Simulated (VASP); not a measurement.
Input:

```
ZnTe
1.0
    0.00000     3.19527     3.19527
    3.19527     0.00000     3.19527
    3.19527     3.19527     0.00000
Zn Te
1 1
Direct
  0.00000   0.00000   0.00000
  0.25000   0.25000   0.25000
```

All values below come from RPBE GGA, VASP's PBE PAW potentials (set 64) (plane waves; VASP). Numerical set-up: 520 eV cut-off, 7×7×7 Γ-centred mesh, Gaussian smearing of 0.050 eV, potentials Zn Te.

Q: The job: ZnTe (zinc blende), 2 atoms, RPBE, static run, 520 eV, 7×7×7 Γ-centred mesh. Roughly how much core time does it take on a busy server core?

A: About 20 core-seconds (one run on a shared machine, a rough figure). It had 20 irreducible k-points, 13 bands, up to 1807 plane waves and 17 electronic steps.

The compound is ZnTe in the zinc blende structure. This cell is one point of a volume scan, at 1.06 of the reference volume.
